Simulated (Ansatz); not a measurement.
# TiAl (Pm-3m) in Ansatz: a series of runs

Runs on TiAl. Level: PBEsol. Tasks: single point, relaxation of cell and atoms.

Program: Ansatz 0.2.0. These are calculated values, not measurements. Logs are shortened: lines on timing, memory, paths and dates and some standing lists are left out, and cuts for length are marked.

### Step 1. The crystal as given

The structure is cubic, space group Pm-3m (No. 221). The conventional cell has a = 3.179 Å, b = 3.179 Å, c = 3.179 Å, α = 90.00°, β = 90.00°, γ = 90.00°. Ti (site symmetry m-3m) has 8 Al at 2.75 Å as nearest neighbours. Around Al (site symmetry m-3m) lie 8 Ti at 2.75 Å.

The cell comes from a database or a generator and needn't be the stable form of this composition.

### Step 2. Single point, PBEsol (strain_z_fixed_volume = 0)

input.yaml reads:

```yaml
crystal:
  lattice:
    - [3.179064, 0.0, 0.0]
    - [0.0, 3.179064, 0.0]
    - [0.0, 0.0, 3.179064]
  atoms:
    - { symbol: Ti, position: [0.0, 0.0, 0.0] }
    - { symbol: Al, position: [0.5, 0.5, 0.5] }
kpoints:
  mp_grid: { grid: [8, 8, 8] }
scf:
  occupations: { method: fermi_dirac, width: 0.05 }
hamiltonian:
  xc: pbesol
  pseudopotentials: { kind: all_electron, lapw: { basis_error: 0.001 } }
output:
  forces: true
  stress: true
  eigenvalues: true
```

Potentials or basis: all-electron LAPW, scalar-relativistic.

Started as:

```console
> ansatz run input.yaml --threads 1 --pin off --max-ram 3072MiB --backend cpu --events-out ev --progress --plain --runs-dir out
```

Output:

```text
Warning: RAYON_NUM_THREADS=1 ignored (pool sized by the plan → 1); use --threads N
LAPW: plane waves up to 7.327 Å⁻¹, error target 1.0e-3 eV per atom; small_component_spin mean_spin; Al in spheres of 1.238 Å, 11 of its electrons in bands, Dirac shells []; Ti in spheres of 1.515 Å, 12 of its electrons in bands, Dirac shells [] (how accurate: hamiltonian.pseudopotentials.lapw.basis_error, Limitations)
Engine: ansatz 0.2.0, aarch64-unknown-linux-gnu
Pseudopotentials: kind: all_electron
Pseudopotential: Ti, LAPW, valence charge 12, lapw/all_electron/scalar/gaussian/Ti, Koelling and Harmon's equation, gaussian nucleus
Pseudopotential: Al, LAPW, valence charge 11, lapw/all_electron/scalar/gaussian/Al, Koelling and Harmon's equation, gaussian nucleus
Functional definition: PBEsol
  exchange = pbesol_x
  correlation = pbesol_c
Crystal: 2 atoms, lattice volume = 32.129 Å³
Basis set: ecut = 204.51278259218483 eV, 203 PW (Γ), exchange–correlation at level 2
Bands: 16, of which v1, the nominal top of the filled ones, is band 12 counted from 1 (11 counted from 0)
Symmetry: 48 space group operations
Space group: Pm-3m (ITA 221), of the structure as read, at distance tolerance 3.2e-5 Å
k-points: 35 of 512
Non-local potential: Ti, projectors of the file, none
Non-local potential: Al, projectors of the file, none
Initial density: superposition of atomic densities (chi_scale 0.1, normalization cell, long waves kept (reshape's long-wave potential 0.00 eV rms))
Initial wavefunctions: plane waves of lowest kinetic energy (no species holds an atomic orbital)
Functional: x = pbesol(κ = 0.804, μ = 0.12345679012345678), c = pbesol(β = 0.046)
iter 1 solved again at ethr=3.74e-4 eV; its pass at ethr=1.00e-1 eV (dr2=8.61e-2 eV) is discarded
SCF iter   1: F=—  HF=-29802.851069 eV  |F-HF|=—  |Δ(HF+E_count)|=         —  Δρ=1.90e-2  dr2=8.67e-2  ethr=3.74e-4  ⟨swp⟩=2.9  Hψ=4060  notcnv=0
preconditioner: auto → none  [metal: Δε(μ)=0.038 eV  Ē_g=5.547 eV  σ=0.050 eV  W_gap=0.19  n_scr=6 (ndim 8)  ℏωp=17.3 eV  f_vac=0.000  D(μ)=2.71/eV (n_scr^D=26)  sad-step TF]
SCF iter   2: F=—  HF=-29802.764830 eV  |F-HF|=—  |Δ(HF+E_count)|=   8.62e-2  Δρ=1.46e-2  dr2=1.16e-1  ethr=3.74e-4  ⟨swp⟩=2.8  Hψ=1776  notcnv=0
SCF iter   3: F=—  HF=-29802.704704 eV  |F-HF|=—  |Δ(HF+E_count)|=   6.01e-2  Δρ=6.92e-3  dr2=1.19e-2  ethr=3.74e-4  ⟨swp⟩=2.2  Hψ=1727  notcnv=0
SCF iter   4: F=—  HF=-29802.693556 eV  |F-HF|=—  |Δ(HF+E_count)|=   1.11e-2  Δρ=2.59e-3  dr2=1.74e-3  ethr=5.19e-5  ⟨swp⟩=2.0  Hψ=1587  notcnv=0
iter 5 solved again at ethr=2.58e-7 eV; its pass at ethr=7.55e-6 eV (dr2=5.92e-5 eV) is discarded
SCF iter   5: F=—  HF=-29802.692433 eV  |F-HF|=—  |Δ(HF+E_count)|=         —  Δρ=4.62e-4  dr2=5.94e-5  ethr=2.58e-7  ⟨swp⟩=2.0  Hψ=2695  notcnv=0
the basis was enlarged: its passes take 437.2 KiB over the memory plan, 1 of 1 planned eigensolver slots
SCF iter   6: F=—  HF=-29802.692414 eV  |F-HF|=—  |Δ(HF+E_count)|=   1.89e-5  Δρ=4.58e-5  dr2=5.94e-7  ethr=2.58e-7  ⟨swp⟩=2.0  Hψ=1575  notcnv=0
SCF iter   7: F=-29802.692414 eV  HF=-29802.692414 eV  |F-HF|=5.82e-10  |Δ(HF+E_count)|=   4.75e-9  Δρ=2.22e-6  dr2=1.25e-9  ethr=2.58e-9  ⟨swp⟩=2.0  Hψ=1575  notcnv=0
SCF 1 converged in 7 iterations: F = -29802.692414 eV  dr2 = 1.25e-9
SCF converged after 7 iterations
Free energy (F): -29802.692414 eV
Harris-Foulkes:  -29802.692414 eV  (|F-HF|=5.82e-10)
Internal energy: -29802.669042 eV  (E = F + TS)
E sigma→0 (E₀):  -29802.680728 eV
Entropy (-TS):   -0.023372 eV (-11.686 meV/atom)
Fermi energy:    12.533102 eV
--- Per-component energies (eV) ---
  E_band       = -634.965290
  E_kinetic    = 30034.006509
  E_xc         = -1616.380276
  E_electrostatic = -58220.295276  (all electrons and nuclei)
  E_smearing   = -0.023372  (= −TS)
  E_closure    = 0.000000  (closes the sum)
  E_atoms      = -29790.843840  (free atoms, spherical and without spin; not in F)
  Σ components = -29802.692414   (vs F -29802.692414, Δ=0.00e0)
  Basis errors (estimates in eV, not in F): energy 2.0e-4 per atom: plane waves 1.6e-4 (8.5e-5 summed), levels above the bands 2.8e-28, relativity 4.1e-9, radial functions 3.8e-5, core shells 5.6e-9; eigenvalues (radial functions only) 2.3e-6; not estimated: angular momenta, meshes, grids; target (lapw.basis_error) 1.0e-3; muffin-tin radii Al 1.238 Å, Ti 1.515 Å
--- Forces (eV/Å), atoms counted from 1 ---
  atom   1  Ti    -0.00000000     0.00000000    -0.00000000
  atom   2  Al     0.00000000    -0.00000000    -0.00000000
  max |Σ_I F_I| component: 9.86e-32 eV/Å
--- Stress (GPa, compression-positive) ---
       -2.413138      -0.000000       0.000000
       -0.000000      -2.413138       0.000000
        0.000000       0.000000      -2.413138
  P = ⅓ Tr σ = -2.4131 GPa (-24.131 kbar)
--- Band table (eV; the first three rows and the last of 35) ---
  k-point 0: bands = ["-90.0036", "-51.6784", "-51.6784", "-51.6784", "-44.1019", "-20.4137", "-20.4137", "-20.4137", "3.2738", "11.1004", "11.1004", "14.3313", "14.3313", "14.3313", "16.9424", "16.9424"]
  k-point 1: bands = ["-90.0036", "-51.6788", "-51.6783", "-51.6783", "-44.0996", "-20.4395", "-20.4114", "-20.4114", "3.5226", "10.9493", "11.2106", "13.9479", "13.9479", "14.3605", "16.0957", "17.5094"]
  k-point 2: bands = ["-90.0035", "-51.6800", "-51.6782", "-51.6782", "-44.0941", "-20.5015", "-20.4060", "-20.4060", "4.2475", "10.1666", "11.5002", "13.3083", "13.3083", "14.4320", "15.2961", "18.7232"]
  k-point 34: bands = ["-90.0031", "-51.6810", "-51.6810", "-51.6810", "-44.0576", "-20.5419", "-20.5419", "-20.5419", "9.4381", "9.4381", "9.4381", "13.1750", "15.3618", "15.3618", "15.4470", "15.4470"]
```

Run time: 5.4 s. Hardware: 1 thread of Arm Neoverse V1, shared host; peak memory 0.25 GiB.

What came out:

| Item | Value |
| --- | --- |
| Free energy | -29802.6924 eV |
| Pressure | -2.4 GPa |
| Band gap on the k mesh | none (metal or under the smearing width) |

### Step 3. Relaxation of cell and atoms, PBEsol

Changes to input.yaml since step 2:

```diff
@@ -18,2 +18,5 @@
   stress: true
-  eigenvalues: true
+relax:
+  f_tol: 0.02
+  max_steps: 60
+  cell: {}
```

Potentials or basis: all-electron LAPW, scalar-relativistic.

Started as:

```console
> ansatz run input.yaml --threads 1 --pin off --max-ram 3072MiB --backend cpu --events-out ev --progress --plain --runs-dir out
```

Output:

```text
Warning: RAYON_NUM_THREADS=1 ignored (pool sized by the plan → 1); use --threads N
The last accepted step is kept in <dir> (removed where the run ends without a failure and the disk answers)
LAPW: plane waves up to 7.570 Å⁻¹, error target 1.0e-3 eV per atom; small_component_spin mean_spin; Al in spheres of 1.210 Å, 11 of its electrons in bands, Dirac shells []; Ti in spheres of 1.460 Å, 12 of its electrons in bands, Dirac shells [] (how accurate: hamiltonian.pseudopotentials.lapw.basis_error, Limitations)
[... 7 set-up lines as earlier in the session ...]
Crystal: 2 atoms, lattice volume = 32.129 Å³
Basis set: ecut = 218.33970888376905 eV, 251 PW (Γ), exchange–correlation at level 2
Bands: 16, of which v1, the nominal top of the filled ones, is band 12 counted from 1 (11 counted from 0)
[... 2 set-up lines as earlier in the session ...]
k-points: 35 of 512
[... 5 set-up lines as earlier in the session ...]
iter 1 solved again at ethr=4.53e-4 eV; its pass at ethr=1.00e-1 eV (dr2=1.04e-1 eV) is discarded
SCF iter   1: F=—  HF=-29802.850987 eV  |F-HF|=—  |Δ(HF+E_count)|=         —  Δρ=2.06e-2  dr2=1.05e-1  ethr=4.53e-4  ⟨swp⟩=2.9  Hψ=3996  notcnv=0
preconditioner: auto → none  [metal: Δε(μ)=0.038 eV  Ē_g=5.547 eV  σ=0.050 eV  W_gap=0.19  n_scr=6 (ndim 8)  ℏωp=17.3 eV  f_vac=0.000  D(μ)=2.71/eV (n_scr^D=26)  sad-step TF]
SCF iter   2: F=—  HF=-29802.759670 eV  |F-HF|=—  |Δ(HF+E_count)|=   9.13e-2  Δρ=1.47e-2  dr2=1.16e-1  ethr=4.53e-4  ⟨swp⟩=2.8  Hψ=1777  notcnv=0
SCF iter   3: F=—  HF=-29802.704400 eV  |F-HF|=—  |Δ(HF+E_count)|=   5.53e-2  Δρ=7.47e-3  dr2=1.48e-2  ethr=4.53e-4  ⟨swp⟩=2.2  Hψ=1721  notcnv=0
[... 28 lines left out ...]
iter 4 solved again at ethr=4.03e-11 eV; its pass at ethr=7.10e-10 eV (dr2=9.28e-9 eV) is discarded
SCF iter   4: F=-29802.697521 eV  HF=-29802.697521 eV  |F-HF|=9.28e-10  |Δ(HF+E_count)|=   1.35e-7  Δρ=7.43e-6  dr2=9.30e-9  ethr=4.03e-11  ⟨swp⟩=2.0  Hψ=2702  notcnv=0
SCF 3 converged in 4 iterations: F = -29802.697521 eV  dr2 = 9.30e-9
relax step   3: F+E_penalty+E_count = -29802.69752091 eV  Δ(F+E_penalty+E_count) = -1.348e-3 eV  max|allowed force component| = 8.012e-32 eV/Å  Δτ_max = 0.0000 Å  P = -0.040 GPa  Ω = 31.463 Å³  (4 SCF iters, accepted)
iter 1 solved again at ethr=4.04e-11 eV; its pass at ethr=1.00e-1 eV (dr2=9.30e-9 eV) is discarded
SCF iter   1: F=—  HF=-29802.697520 eV  |F-HF|=—  |Δ(HF+E_count)|=         —  Δρ=7.43e-6  dr2=9.31e-9  ethr=4.04e-11  ⟨swp⟩=3.3  Hψ=2800  notcnv=0
SCF iter   2: F=-29802.697520 eV  HF=-29802.697520 eV  |F-HF|=1.19e-9  |Δ(HF+E_count)|=   4.18e-8  Δρ=3.91e-6  dr2=2.89e-9  ethr=4.04e-11  ⟨swp⟩=2.4  Hψ=1590  notcnv=0
SCF 4 converged in 2 iterations: F = -29802.697520 eV  dr2 = 2.89e-9
relax step   4: F+E_penalty+E_count = -29802.69752039 eV  Δ(F+E_penalty+E_count) = +5.168e-7 eV  max|allowed force component| = 5.958e-32 eV/Å  Δτ_max = 0.0000 Å  P = -0.040 GPa  Ω = 31.463 Å³  stress off target by 4.03e-2 GPa  SCF on the basis re-selected at this cell (its energy is not comparable with the rows above)  (2 SCF iters)
basis re-selected at this cell: Δ(F+E_penalty+E_count) = +5.168e-7 eV, ΔP = +0.000 GPa vs the last step (what re-selecting the basis moved, after the strain that the cell walked since its last selection, with what the two solves' SCF thresholds leave and, on support functions, any second-order correction that the steps lacked; it is no measure of the basis error at this ecutwfc). This SCF's stress stands 4.03e-2 GPa from its target on what of the cell is left free (relax.cell.stress_tol is 5.00e-2 GPa) and its largest allowed force component is 5.96e-32 eV/Å (relax.f_tol is 2.00e-2 eV/Å): within both
SCF converged after 2 iterations
Free energy (F): -29802.697520 eV
Harris-Foulkes:  -29802.697520 eV  (|F-HF|=1.19e-9)
Internal energy: -29802.674821 eV  (E = F + TS)
E sigma→0 (E₀):  -29802.686171 eV
Entropy (-TS):   -0.022700 eV (-11.350 meV/atom)
Fermi energy:    12.838132 eV
--- Per-component energies (eV) ---
  E_band       = -627.506590
  E_kinetic    = 30035.415666
  E_xc         = -1616.795259
  E_electrostatic = -58221.295227  (all electrons and nuclei)
  E_smearing   = -0.022700  (= −TS)
  E_closure    = 0.000000  (closes the sum)
  E_atoms      = -29790.843840  (free atoms, spherical and without spin; not in F)
  Σ components = -29802.697520   (vs F -29802.697520, Δ=0.00e0)
  Basis errors (estimates in eV, not in F): energy 2.1e-4 per atom: plane waves 1.8e-4 (9.6e-5 summed), levels above the bands 2.3e-27, relativity 4.4e-9, radial functions 3.4e-5, core shells 2.3e-8; eigenvalues (radial functions only) 1.1e-6; not estimated: angular momenta, meshes, grids; target (lapw.basis_error) 1.0e-3; muffin-tin radii Al 1.202 Å, Ti 1.450 Å
--- Forces (eV/Å), atoms counted from 1 ---
  atom   1  Ti     0.00000000    -0.00000000     0.00000000
  atom   2  Al    -0.00000000     0.00000000    -0.00000000
  max |Σ_I F_I| component: 1.11e-31 eV/Å
--- Stress (GPa, compression-positive) ---
       -0.040270      -0.000000      -0.000000
       -0.000000      -0.040270      -0.000000
       -0.000000      -0.000000      -0.040270
  P = ⅓ Tr σ = -0.0403 GPa (-0.403 kbar)
--- Relaxed structure (3 steps of the walk, 3 accepted, 1 SCFs on fresh bases) ---
  F+E_penalty+E_count = -29802.69752039 eV   max|allowed force component| = 5.958e-32 eV/Å   (the final SCF, on the basis selected at the relaxed cell)
  cell:  # Å, volume = 31.4633 Å³
    - [3.15695183415582, 4.65433069893582e-34, -1.925929944387236e-34]
    - [4.012354050806741e-34, 3.15695183415582, -6.419766481290786e-35]
    - [-1.2839532962581572e-34, -6.419766481290786e-35, 3.15695183415582]
  atoms:
    - { symbol: Ti, position: [-7.572708289245031e-36, -3.155295120518765e-36, -2.5242360964150175e-36] }
    - { symbol: Al, position: [0.5, 0.5, 0.5] }
```

Wall time 13 s (1 thread of Arm Neoverse V1, shared host); peak memory 0.27 GiB.

Results:

- Free energy: -29802.6975 eV
- Relaxed volume: 15.73 Å³/atom
- Relaxed cell: a = 3.157 Å, b = 3.157 Å, c = 3.157 Å, α = 90.00°, β = 90.00°, γ = 90.00°
- Space group after relaxing (to 0.05 Å): Pm-3m (No. 221)
- Energy gained by relaxing: 2.6 meV/atom
- Ionic steps: 4
- Pressure after relaxing: 0.0 GPa

Step by step:
```tsv
step	energy change (eV)	largest force (eV/Å)	volume (Å³)
1	0.0000	0.0000	32.13
2	-0.0038	0.0000	31.12
3	-0.0052	0.0000	31.46
4	-0.0052	0.0000	31.46
```

Final structure:
```
Ti Al
1.0
     3.15695    0.00000    0.00000
     0.00000    3.15695    0.00000
     0.00000    0.00000    3.15695
Ti Al
1 1
Cartesian
  0.0000 0.0000 0.0000
  1.5785 1.5785 1.5785
```

### Step 4. Relaxation of cell and atoms, PBEsol, target pressure 5 GPa, at which the enthalpy is minimised

Changes to input.yaml since step 3:

```diff
@@ -21,2 +21,2 @@
   max_steps: 60
-  cell: {}
+  cell: { p_target: 5 }
```

Started as:

```console
> ansatz run input.yaml --threads 1 --pin off --max-ram 3072MiB --backend cpu --events-out ev --progress --plain --runs-dir out
```

Run time: 15 s. Hardware: 1 thread of Arm Neoverse V1, shared host; peak memory 0.27 GiB.

Results (log left out):

```
Free energy                                            : -29802.6794 eV
Relaxed volume                                         : 15.13 Å³/atom
Relaxed cell                                           : a = 3.116 Å, b = 3.116 Å, c = 3.116 Å, α = 90.00°, β = 90.00°, γ = 90.00°
Space group after relaxing (to 0.05 Å)                 : Pm-3m (No. 221)
Energy change on relaxing (the enthalpy is what falls) : +6.5 meV/atom
Ionic steps                                            : 5
Pressure after relaxing                                : 5.0 GPa
```

The path:
| step | energy change (eV) | largest force (eV/Å) | volume (Å³) |
| --- | --- | --- | --- |
| 1 | 0.0000 | 0.0000 | 32.13 |
| 2 | 0.0695 | 0.0000 | 29.09 |
| 3 | 0.0101 | 0.0000 | 30.35 |
| 4 | 0.0129 | 0.0000 | 30.25 |
| 5 | 0.0129 | 0.0000 | 30.25 |

Final structure:
```cif
data_structure
_symmetry_space_group_name_H-M 'P 1'
_symmetry_Int_Tables_number 1
_cell_length_a 3.1158
_cell_length_b 3.1158
_cell_length_c 3.1158
_cell_angle_alpha 90.000
_cell_angle_beta 90.000
_cell_angle_gamma 90.000
_cell_volume 30.25
loop_
_atom_site_label
_atom_site_type_symbol
_atom_site_fract_x
_atom_site_fract_y
_atom_site_fract_z
_atom_site_occupancy
Ti1 Ti 0.00000 0.00000 0.00000 1
Al1 Al 0.50000 0.50000 0.50000 1
```

(Continued in part 2 of 2.)
